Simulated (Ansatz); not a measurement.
# Fe: the cost of one run

Program: Ansatz 0.2.0. Level of theory: DFT LDA, PAW, plane waves, scalar-relativistic. These are calculated values, not measurements.

### Step 1. The structure to begin with

It takes space group Fm-3m (No. 225, cubic). Conventional cell: a = 3.521 Å, b = 3.521 Å, c = 3.521 Å, α = 90.00°, β = 90.00°, γ = 90.00°. Fe (site symmetry m-3m) is surrounded by 12 Fe at 2.49 Å.

Coordinates:

```xyz
2
Lattice="-1.7605 -3.5210 -1.7605 -1.7605 0.0000 -1.7605 1.7605 0.0000 -1.7605" Properties=species:S:1:pos:R:3 pbc="T T T"
Fe    0.0000    0.0000    0.0000
Fe    0.0000   -1.7605   -1.7605
```

Atoms are counted from 1 in the order of input.yaml (Fe2 and so on).

Known so far: 7 plain starts ended in 3 states. The lowest came from “opposed moments +-, plain SCF [Fe1 4.00, Fe2 -4.00 μB]”: antiferromagnetic, site moments Fe1 1.14, Fe2 -1.14 μB, total 0.00 μB per cell, no gap on the k-mesh, free energy -8839.7809 eV.

Runs to come: parallel moments, default search for lower states; opposed moments +-, default search for lower states; the moments typed in its input, symmetry off, plain SCF; the moments typed in its input, standard search for lower states.

“Plain SCF” means no search for lower states. The default search runs further SCF cycles only where the state itself hints at a lower one. The standard and full searches may also try other magnetic orders and fillings, and need not reach the lowest state. With a search on, the program may also reshape the start on open shells. 

Site moments are integrals over atomic spheres and don't add up to the total.

### Step 2. Parallel moments, default search for lower states

Input file input.yaml:

```yaml
crystal:
  lattice:
    - [-1.7605, -3.521, -1.7605]
    - [-1.7605, 0.0, -1.7605]
    - [1.7605, 0.0, -1.7605]
  atoms:
    - { symbol: Fe, position: [0.0, 0.0, 0.0], spin: 4.0 }
    - { symbol: Fe, position: [0.5, 0.0, 0.5], spin: 4.0 }
magnetization:
  spin_polarized: true
hamiltonian:
  xc: lda
  pseudopotentials: { kind: paw }
basis:
  ecutwfc: 420
kpoints:
  mp_grid: { grid: [7, 13, 10] }
scf:
  occupations: { method: fermi_dirac, width: 0.05 }
output:
  forces: true
  stress: true
```

Q: Estimate wall time and peak memory on 2 threads of an x86-64 CPU, shared host.

About 87 s, with a peak of 1.2 GiB.
